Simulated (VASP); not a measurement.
# Na (P6_3/mmc) in VASP: settings compared

Aim: see how the results for Na move with the level of theory and the settings. Levels: B3LYP, rSCAN. Tasks: relaxation of the atoms, single point.

Everything below comes from runs of VASP 6.6.1. Logs are shortened: lines on timing, memory, paths and dates and some standing lists are left out, and cuts for length are marked.

## Step 1: Starting point

Symmetry: P6_3/mmc, No. 194, hexagonal system. Conventional cell: a = 3.767 Å, b = 3.767 Å, c = 6.154 Å, α = 90.00°, β = 90.00°, γ = 120.00°. Na (site symmetry -6m2) is surrounded by 12 Na at 3.77 Å.

This isn't the form of Na at room conditions, which is bcc.

## Step 2: Relaxation of the atoms, B3LYP (volume scaled by 0.88)

The input, POSCAR:

```
Na
1.0
    3.6098557203      0.0000000000      0.0000000000
   -1.8049278602      3.1262267578      0.0000000000
    0.0000000000      0.0000000000      5.8972795601
Na
2
Selective dynamics
Direct
    0.6666666667      0.3333333333      0.7500000000  F F F
    0.3333333333      0.6666666667      0.2500000000  T T T
```

The input, INCAR.step1:

```
PREC     = Accurate       # precision mode
ENCUT    = 520            # plane-wave cutoff, eV
EDIFF    = 1E-5           # SCF threshold, eV
ISMEAR   = 1              # smearing method
SIGMA    = 0.1            # smearing width, eV
LREAL    = False          # projectors in reciprocal space
LASPH    = True           # aspherical terms in the spheres
NELM     = 100            # most SCF steps
ALGO     = Normal         # electronic algorithm
LWAVE    = True           # write WAVECAR
LCHARG   = False          # write CHGCAR
GGA      = PE             # functional
```

The input, INCAR.step2:

```
PREC     = Accurate       # precision mode
ENCUT    = 520            # plane-wave cutoff, eV
EDIFF    = 1E-6           # SCF threshold, eV
ISMEAR   = 1              # smearing method
SIGMA    = 0.1            # smearing width, eV
LREAL    = False          # projectors in reciprocal space
LASPH    = True           # aspherical terms in the spheres
NELM     = 100            # most SCF steps
ALGO     = Normal         # electronic algorithm
ISIF     = 2              # what is computed and relaxed
LWAVE    = False          # write WAVECAR
LCHARG   = False          # write CHGCAR
GGA      = B3             # functional
LHFCALC  = True           # exact exchange
AEXX     = 0.2            # exact-exchange fraction
AGGAX    = 0.72         
AGGAC    = 0.81         
ALDAC    = 0.19         
PRECFOCK = Fast         
IBRION   = 2              # ionic algorithm
NSW      = 40             # ionic steps
EDIFFG   = -0.01          # ionic threshold
ISTART   = 1
```

The input, KPOINTS:

```
Automatic mesh
0
Gamma
  4 4 3
```

Potentials or basis: VASP PAW PBE potentials, release 64 (Na_pv).

On the command line:

```sh
$ cat potpaw_PBE.64/Na_pv/POTCAR > POTCAR
$ cp INCAR.step1 INCAR
$ mpirun -np 1 vasp_std > vasp.out
$ cp INCAR.step2 INCAR
$ mpirun -np 1 vasp_std > vasp.out
```

OUTCAR:

```text
PREC = Accurate
   ENCUT = 520
   EDIFF = 1E-6
   ISMEAR = 1
   LREAL = False
   LASPH = True
   NELM = 100
   ISIF = 2
   GGA = B3
   LHFCALC = True
   AEXX = 0.2
   PRECFOCK = Fast
   IBRION = 2
   NSW = 40
   EDIFFG = -0.01
   ISTART = 1

 ion  position               nearest neighbor table
   1  0.667  0.333  0.750-
   2  0.333  0.667  0.250-

  LATTYP: Found a hexagonal cell.
 ALAT       =     3.6098557203
 C/A-ratio  =     1.6336607380

  Lattice vectors:

 A1 = (   3.6098557203,   0.0000000000,   0.0000000000)
 A2 = (  -1.8049278602,   3.1262267578,   0.0000000000)
 A3 = (   0.0000000000,   0.0000000000,   5.8972795601)

Analysis of symmetry for initial positions (statically):
=====================================================================
 Subroutine PRICEL returns:
 Original cell was already a primitive cell.

 Routine SETGRP: Setting up the symmetry group for a
 hexagonal supercell.

 Subroutine GETGRP returns: Found 24 space group operations
 (whereof 12 operations were pure point group operations)
 out of a pool of 24 trial point group operations.

The static configuration has the point symmetry D_3d.
 The point group associated with its full space group is D_6h.

Analysis of symmetry for dynamics (positions and initial velocities):
=====================================================================
 Subroutine PRICEL returns:
 Original cell was already a primitive cell.

 Routine SETGRP: Setting up the symmetry group for a
 hexagonal supercell.

 Subroutine GETGRP returns: Found 24 space group operations
 (whereof 12 operations were pure point group operations)
 out of a pool of 24 trial point group operations.

The dynamic configuration has the point symmetry D_3d.
 The point group associated with its full space group is D_6h.

Analysis of constrained symmetry for selective dynamics:
=====================================================================
 Subroutine PRICEL returns:
 Original cell was already a primitive cell.

 Routine SETGRP: Setting up the symmetry group for a
 hexagonal supercell.

 Subroutine GETGRP returns: Found 24 space group operations
 (whereof 12 operations were pure point group operations)
 out of a pool of 24 trial point group operations.

The constrained configuration has the point symmetry D_3d.
 The point group associated with its full space group is D_6h.

 Subroutine INISYM returns: Found 24 space group operations
 (whereof 12 operations are pure point group operations),
 and found     1 'primitive' translations

----------------------------------------------------------------------------------------

                                     Primitive cell

  volume of cell :      66.5521

  direct lattice vectors                    reciprocal lattice vectors
     3.609855720  0.000000000  0.000000000     0.277019382  0.159937215  0.000000000
    -1.804927860  3.126226758  0.000000000     0.000000000  0.319874429  0.000000000
     0.000000000  0.000000000  5.897279560     0.000000000  0.000000000  0.169569713

  length of vectors
     3.609855720  3.609855720  5.897279560     0.319874429  0.319874429  0.169569713

  position of ions in fractional coordinates (direct lattice)
     0.666666667  0.333333333  0.750000000
     0.333333333  0.666666667  0.250000000

  ion indices of the primitive-cell ions
   primitive index   ion index
                 1           1
                 2           2

----------------------------------------------------------------------------------------

 KPOINTS: Automatic mesh

Automatic generation of k-mesh.
 Grid dimensions read from file:
 generate k-points for:    4    4    3

 Generating k-lattice:

  Cartesian coordinates                     Fractional coordinates (reciprocal lattice)
     0.069254845  0.039984304  0.000000000     0.250000000  0.000000000  0.000000000
     0.000000000  0.079968607  0.000000000     0.000000000  0.250000000  0.000000000
     0.000000000  0.000000000  0.056523238     0.000000000  0.000000000  0.333333333

  Length of vectors
     0.079968607  0.079968607  0.056523238

  Shift w.r.t. Gamma in fractional coordinates (k-lattice)
     0.000000000  0.000000000  0.000000000

 Subroutine IBZKPT returns following result:
 ===========================================

 Found      8 irreducible k-points:

 Following reciprocal coordinates:
            Coordinates               Weight
  0.000000  0.000000  0.000000      1.000000
  0.250000  0.000000  0.000000      6.000000
  0.500000  0.000000  0.000000      3.000000
  0.250000  0.250000  0.000000      6.000000
  0.000000  0.000000  0.333333      2.000000
  0.250000  0.000000  0.333333     12.000000
  0.500000  0.000000  0.333333      6.000000
  0.250000  0.250000  0.333333     12.000000
   k-points           NKPTS =      8   k-points in BZ     NKDIM =     48   number of bands    NBANDS=     11
   number of dos      NEDOS =    301   number of ions     NIONS =      2
   total plane-waves  NPLWV =  37632
   dimension x,y,z NGX =    28 NGY =   28 NGZ =   48
   dimension x,y,z NGXF=    56 NGYF=   56 NGZF=   96
   ions per type =               2
   NGX,Y,Z   is equivalent  to a cutoff of  12.89, 12.89, 13.53 a.u.
   NGXF,Y,Z  is equivalent  to a cutoff of  25.79, 25.79, 27.06 a.u.
 SYSTEM =  unknown system
   PREC   = accura    normal or accurate (medium, high low for compatibility)
   ISTART =      1    job   : 0-new  1-cont  2-samecut
   ICHARG =      0    charge: 1-file 2-atom 10-const
   ISPIN  =      1    spin polarized calculation?
   LNONCOLLINEAR =      F non collinear calculations
   LSORBIT =      F    spin-orbit coupling
   LASPH  =      T    aspherical Exc in radial PAW
   ENCUT  =  520.0 eV  38.22 Ry    6.18 a.u.   6.71  6.71 10.97*2*pi/ulx,y,z
   NELM   =    100;   NELMIN=  2; NELMDL=  0     # of ELM steps
   EDIFF  = 0.1E-05   stopping-criterion for ELM
   LREAL  =      F    real-space projection
   EDIFFG = -.1E-01   stopping-criterion for IOM
   NSW    =     40    number of steps for IOM
   IBRION =      2    ionic relax: 0-MD 1-quasi-New 2-CG
   NFREE  =      1    steps in history (QN), initial steepest desc. (CG)
   ISIF   =      2    stress and relaxation
   ISYM   =      3    0-nonsym 1-usesym 2-fastsym
   POTIM  = 0.5000    time-step for ionic-motion
   TEBEG  =    0.0;   TEEND  =   0.0 temperature during run
   PSTRESS=    0.0 pullay stress
   NELECT =      14.0000    total number of electrons
   NUPDOWN=      -1.0000    fix difference up-down
   EMIN   =  10.00;   EMAX   =-10.00  energy-range for DOS
   EFERMI =   0.00;   METHOD = LEGACY
   ISMEAR =     1;   SIGMA  =   0.10  broadening in eV -4-tet -1-fermi 0-gaus
   EFERMI_NEDOS =   21; number of points for ismear=-14 and -15
   IALGO  =     38    algorithm
   IMIX   =      1    mixing-type and parameters
     AMIX     =   0.40;   BMIX     =  1.00
     AMIX_MAG =   1.60;   BMIX_MAG =  1.00
  volume/ion in A,a.u.               =      33.28       224.56
  Fermi-wavevector in a.u.,A,eV,Ry     =   0.973636  1.839906 12.897887  0.947968
  Thomas-Fermi vector in A             =   2.104032
   LORBIT       =      0    0 simple, 1 ext, 2 COOP (PROOUT), +10 PAW based schemes
   GGA     = B3    functional components
   LHFCALC =     T    Hartree Fock is set to
   PRECFOCK=fast      Normal, Fast or Accurate (Low or Medium for compatibility)
   ENCUT4O =  -1.0   cutoff for four orbital integrals eV
   NKREDX  =     1    reduce k-point grid by
   NKREDY  =     1    reduce k-point grid by
   NKREDZ  =     1    reduce k-point grid by
   AEXX    =    0.2000 exact exchange contribution
   HFSCREEN=    0.0000 screening length (either q_TF or 0.3 A-1)
   HFSCREENC=   0.0000 screening length for correlation (either q_TF or 0.3 A-1)
   ENCUTFOCK=  -1.0 apply spherical cutoff to Coloumb kernel
   IVDW    =     0    specifies the selected vdW correction
   LEPSILON=     F    determine dielectric tensor
   LRPA    =     F    only Hartree local field effects (RPA)
 conjugate gradient relaxation of ions
 non-spin polarized calculation
 Methfessel and Paxton  Order N= 1 SIGMA  =   0.10
  energy-cutoff  :      520.00
  volume of cell :       66.55
 maximum number of plane-waves:      1814
 NGX is ok and might be reduce to    28
  NGX = 16; NGY = 16; NGZ = 28

 number of electron      14.0000004 magnetization

 Free energy of the ion-electron system (eV)
  ---------------------------------------------------
  ext. energy  EPLUGINS =         0.00000000
  ---------------------------------------------------
  free energy    TOTEN  =        -2.30519270 eV

  energy without entropy =       -2.29834603  energy(sigma->0) =       -2.30291048

 E-fermi :   0.7048     XC(G=0):  -5.4792

 val. band max:        0.6949380537   @ k =   0.2500   0.2500   0.3333
 cond. band min:       1.4678728927   @ k =   0.5000   0.0000   0.0000
 fundamental gap:      0.7729348390
 Fermi energy:         0.7048387145

 k-point     1 :       0.0000    0.0000    0.0000
  band No.  band energies     occupation
      1     -27.1083      2.00000
      2     -27.0670      2.00000
      3     -27.0670      2.00000
      4     -27.0609      2.00000
      5     -27.0609      2.00000
      6     -27.0605      2.00000
      7      -3.4886      2.00000
      8       1.7811     -0.00000
      9       2.2662     -0.00000
     10      12.2692      0.00000
     11      12.2692      0.00000

 k-point     2 :       0.2500    0.0000    0.0000
  band No.  band energies     occupation
      1     -27.0992      2.00000
      2     -27.0853      2.00000
      3     -27.0791      2.00000
      4     -27.0725      2.00000
      5     -27.0640      2.00000
      6     -27.0638      2.00000
      7      -2.3091      2.00000
      8       2.7451      0.00000
      9       3.2850      0.00000
     10       6.5741      0.00000
     11       9.7908      0.00000
[... 71 lines left out ...]
 k-point     8 :       0.2500    0.2500    0.3333
  band No.  band energies     occupation
      1     -27.0996      2.00000
      2     -27.0983      2.00000
      3     -27.0835      2.00000
      4     -27.0800      2.00000
      5     -27.0731      2.00000
      6     -27.0681      2.00000
      7       0.6949      1.16667
      8       2.4918     -0.00000
      9       4.8404      0.00000
     10       5.1133      0.00000
     11       6.4250      0.00000

------------------------ aborting loop because EDIFF is reached ----------------------------------------

  FORCE on cell =-STRESS in cart. coord.  units (eV):
  Direction    XX          YY          ZZ          XY          YZ          ZX
  --------------------------------------------------------------------------------------
  -------------------------------------------------------------------------------------
  Total        0.3418404      0.3418404      0.6534942     -0.0000000      0.0000000     -0.0000000
  in kB        8.2294706      8.2294706     15.7322297     -0.0000000      0.0000000     -0.0000000
  external PRESSURE =      10.7303903 kB  Pullay stress =       0.0000000 kB

 VOLUME and BASIS-vectors are now :
 -----------------------------------------------------------------------------
  energy-cutoff  :      520.00
  volume of cell :       66.55
      direct lattice vectors                 reciprocal lattice vectors
     3.609855720  0.000000000  0.000000000     0.277019382  0.159937215  0.000000000
    -1.804927860  3.126226758  0.000000000     0.000000000  0.319874429  0.000000000
     0.000000000  0.000000000  5.897279560     0.000000000  0.000000000  0.169569713

 POSITION                                       TOTAL-FORCE (eV/Angst)
 -----------------------------------------------------------------------------------
      1.80493      1.04208      4.42296         0.000000      0.000000     -0.000000
     -0.00000      2.08415      1.47432        -0.000000      0.000000      0.000000
 -----------------------------------------------------------------------------------
    total drift:                                0.000000      0.000000     -0.000000

  FREE ENERGIE OF THE ION-ELECTRON SYSTEM (eV)
  ---------------------------------------------------
  free  energy   TOTEN  =        -2.3051927012 eV

  energy  without entropy=       -2.2983460336  energy(sigma->0) =       -2.30291048

 reached required accuracy - stopping structural energy minimisation
```

Wall time 33 s (1 thread of Intel Xeon 6975P-C (Granite Rapids), shared host); peak memory 0.17 GiB.

Results:

```
Free energy             : -2.3052 eV
Pressure after relaxing : 1.1 GPa
Band gap on the k mesh  : none (metal or under the smearing width)
```

Stress tensor (GPa, compression positive):
```
0.82 0.00 0.00
0.00 0.82 0.00
0.00 0.00 1.57
```

Final structure:
```xyz
2
Lattice="3.6099 0.0000 0.0000 -1.8049 3.1262 0.0000 0.0000 0.0000 5.8973" Properties=species:S:1:pos:R:3 pbc="T T T"
Na    1.8049    1.0421    4.4230
Na    0.0000    2.0842    1.4743
```

Levels at points of the mesh, in eV from the Fermi level:
| k point | band 5 | band 6 | band 7 | band 8 | band 9 | band 10 |
| --- | --- | --- | --- | --- | --- | --- |
| (0.00, 0.00, 0.00) | -27.77 | -27.77 | -4.19 | 1.08 | 1.56 | 11.56 |
| (0.50, 0.00, 0.00) | -27.78 | -27.77 | 0.76 | 0.91 | 4.88 | 4.95 |

Caveat: the k mesh is coarse (spacing up to 0.50 Å⁻¹), so the values aren't converged, least of all with exact exchange; the relaxation stopped at its first step, so nothing moved; the PAW data sets were made with another functional, which shifts forces and pressure a little.

## Step 3: Single point, rSCAN

The input, run.py:

```python
from ase.calculators.vasp import Vasp
from ase.dft.bandgap import bandgap
from ase.io import read

atoms = read('POSCAR')
calc = Vasp(
    directory='calc',
    xc='rscan',
    pp='PBE',
    setups='recommended',
    prec='Accurate',
    encut=520,
    ediff=1e-06,
    ismear=0,
    sigma=0.1,
    lreal=False,
    lasph=True,
    nelm=60,
    algo='Normal',
    isif=2,
    lwave=False,
    lcharg=True,
    lmixtau=True,
    lelf=True,
    lvhar=True,
    kpts=[8, 8, 5],
    gamma=True,
)
atoms.calc = calc

print('energy (eV):', atoms.get_potential_energy())
print('free energy (eV):', atoms.get_potential_energy(force_consistent=True))
print('forces (eV/A):')
print(atoms.get_forces())
print('stress (eV/A^3, Voigt):', atoms.get_stress())
print('Fermi level (eV):', calc.get_fermi_level())
gap, top, bottom = bandgap(calc)
print('band gap (eV):', gap, 'from (spin, k, band)', top, 'to', bottom)
```

The input, POSCAR:

```
Na
1.0
    3.7670000000      0.0000000000      0.0000000000
   -1.8835000000      3.2623176961      0.0000000000
    0.0000000000      0.0000000000      6.1540000000
Na
2
Direct
    0.6666666667      0.3333333333      0.7500000000
    0.3333333333      0.6666666667      0.2500000000
```

Potentials or basis: VASP PAW PBE potentials, release 64 (Na_pv).

On the command line:

```sh
$ python run.py
```

Run time: 75 s. Hardware: 1 thread of Intel Xeon 6975P-C (Granite Rapids), shared host; peak memory 0.17 GiB.

The run converged. Its results:

```
Free energy            : -9.5781 eV
Pressure               : 0.1 GPa
Band gap on the k mesh : none (metal or under the smearing width)
```

Stress tensor (GPa, compression positive):
```
 0.21  0.00  0.00
 0.00  0.21  0.00
 0.00  0.00 -0.09
```

Levels at points of the mesh, in eV from the Fermi level:
```tsv
k point	band 3	band 4	band 5	band 6	band 7	band 8	band 9	band 10	band 11
(0.00, 0.00, 0.00)	-26.04	-26.04	-26.04	-26.04	-3.34	0.56	1.13	10.38	10.38
(0.50, 0.00, 0.00)	-26.06	-26.05	-26.04	-26.04	0.26	0.46	4.00	4.06	4.63
```

Caveat: the PAW data sets were made with another functional, which shifts forces and pressure a little.
